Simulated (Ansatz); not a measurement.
**WSe2: projected DOS by orbital**

```yaml
crystal:
  lattice:
    - [3.29992, 0.00000, 0.00000]
    - [-1.64996, 2.85782, 0.00000]
    - [0.00000, 0.00000, 7.48799]
  atoms:
    - { symbol: W, position: [0.00000, 0.00000, 0.00000] }
    - { symbol: Se, position: [0.33333, 0.66667, 0.22942] }
    - { symbol: Se, position: [0.66667, 0.33333, 0.77058] }
```

Atoms are numbered in the order listed.

The cell was built from the CdI2 type and relaxed in the same program, and has space group P-3m1; it needn't be a known or the stable phase.

Spin–orbit coupling is left out, though it moves levels of the heavy atoms by tenths of an eV or more.

Level of theory: DFT, PBE, all-electron LAPW, scalar-relativistic in Ansatz 0.2.0.

Sampling and basis: a Γ-centred 10×10×6 k mesh, Fermi–Dirac smearing of 0.08 eV, basis error target 1 meV/atom, no spin polarisation.

States per eV for one atom of each kind, in 0.4 eV bins named by their centres, from the Fermi level, projected on a minimal set of Löwdin-orthogonalised atomic shells; orbitals are real harmonics on the Cartesian axes, equal curves share a column, and empty bins are left out, as is all above 7.5 eV, near the top of the computed bands.

W1 5d:

```
# E all dz2 dxz=dyz dx2-y2=dxy
-13.9 0.23 0.00 0.09 0.03
-13.5 0.38 0.00 0.14 0.05
-13.1 0.10 0.00 0.03 0.02
-7.1 0.13 0.02 0.02 0.03
-6.7 0.27 0.11 0.04 0.04
-6.3 0.37 0.14 0.06 0.05
-5.9 0.32 0.11 0.03 0.08
-5.5 0.75 0.04 0.14 0.21
-5.1 0.36 0.03 0.06 0.11
-4.7 1.17 0.40 0.14 0.24
-4.3 0.57 0.07 0.15 0.10
-3.9 1.11 0.09 0.40 0.11
-3.5 0.99 0.07 0.32 0.14
-3.1 1.03 0.14 0.22 0.23
-2.7 0.70 0.17 0.10 0.16
-2.3 0.50 0.15 0.08 0.09
-1.9 0.41 0.10 0.08 0.07
-1.5 0.54 0.14 0.09 0.11
-1.1 1.38 0.51 0.18 0.26
-0.7 0.64 0.20 0.07 0.15
-0.3 0.38 0.10 0.04 0.10
0.1 0.68 0.11 0.06 0.22
0.5 1.44 0.38 0.11 0.42
0.9 1.19 0.20 0.09 0.41
1.3 1.64 0.44 0.07 0.53
1.7 1.89 0.96 0.08 0.38
2.1 0.44 0.01 0.15 0.06
2.5 1.30 0.01 0.49 0.16
2.9 0.75 0.01 0.29 0.08
3.3 1.02 0.01 0.41 0.10
3.7 0.85 0.01 0.33 0.09
4.1 0.13 0.00 0.05 0.01
4.5 0.03 0.01 0.01 0.00
4.9 0.14 0.02 0.05 0.01
5.3 0.21 0.04 0.07 0.01
5.7 0.10 0.04 0.02 0.01
6.1 0.05 0.02 0.01 0.01
6.5 0.05 0.01 0.01 0.01
6.9 0.04 0.01 0.01 0.01
7.3 0.05 0.01 0.02 0.01
```

Se2 4p:

```
# E all pz px=py
-13.9 0.04 0.01 0.02
-13.5 0.03 0.01 0.01
-13.1 0.01 0.01 0.00
-7.1 0.15 0.01 0.07
-6.7 0.34 0.10 0.12
-6.3 0.49 0.14 0.18
-5.9 0.40 0.22 0.09
-5.5 1.30 0.18 0.56
-5.1 0.36 0.12 0.12
-4.7 1.08 0.65 0.21
-4.3 0.62 0.29 0.16
-3.9 0.96 0.35 0.30
-3.5 0.80 0.22 0.29
-3.1 1.29 0.60 0.35
-2.7 0.75 0.32 0.22
-2.3 0.34 0.14 0.10
-1.9 0.25 0.07 0.09
-1.5 0.40 0.05 0.18
-1.1 0.47 0.14 0.16
-0.7 0.22 0.07 0.07
-0.3 0.13 0.04 0.05
0.1 0.32 0.06 0.13
0.5 0.55 0.10 0.23
0.9 0.28 0.05 0.11
1.3 0.16 0.03 0.07
1.7 0.16 0.01 0.08
2.1 0.13 0.02 0.06
2.5 0.47 0.10 0.19
2.9 0.36 0.05 0.15
3.3 0.56 0.08 0.24
3.7 0.37 0.19 0.09
4.1 0.06 0.04 0.01
4.5 0.03 0.02 0.01
4.9 0.13 0.07 0.03
5.3 0.24 0.12 0.06
5.7 0.15 0.08 0.04
6.1 0.06 0.03 0.01
6.5 0.03 0.02 0.01
6.9 0.03 0.02 0.01
7.3 0.03 0.02 0.01
```

W1 6s:

```
# E all
-13.9 0.12
-13.5 0.07
-13.1 0.01
-7.1 0.07
-6.7 0.14
-6.3 0.20
-5.9 0.17
-5.5 0.04
-5.1 0.03
-4.7 0.07
-4.3 0.03
-3.9 0.03
-3.5 0.01
-3.1 0.02
-2.7 0.02
-2.3 0.01
-1.1 0.01
-0.7 0.01
-0.3 0.01
0.1 0.02
0.5 0.03
0.9 0.02
1.3 0.04
1.7 0.06
2.1 0.03
2.5 0.04
2.9 0.05
3.3 0.10
3.7 0.20
4.1 0.04
4.5 0.14
4.9 0.37
5.3 0.74
5.7 0.49
6.1 0.17
6.5 0.07
6.9 0.06
7.3 0.04
```

Se2 4s:

```
# E all
-13.9 1.03
-13.5 1.36
-13.1 0.78
-7.1 0.01
-6.7 0.03
-6.3 0.04
-5.9 0.06
-5.5 0.02
-5.1 0.01
-4.7 0.07
-4.3 0.04
-3.9 0.05
-3.5 0.03
-3.1 0.04
-2.7 0.03
-2.3 0.01
-1.9 0.01
-1.1 0.01
0.1 0.01
0.5 0.01
2.1 0.01
2.5 0.05
2.9 0.02
3.3 0.03
3.7 0.04
4.1 0.01
4.5 0.01
4.9 0.03
5.3 0.05
5.7 0.04
6.1 0.01
6.5 0.01
6.9 0.01
7.3 0.01
```
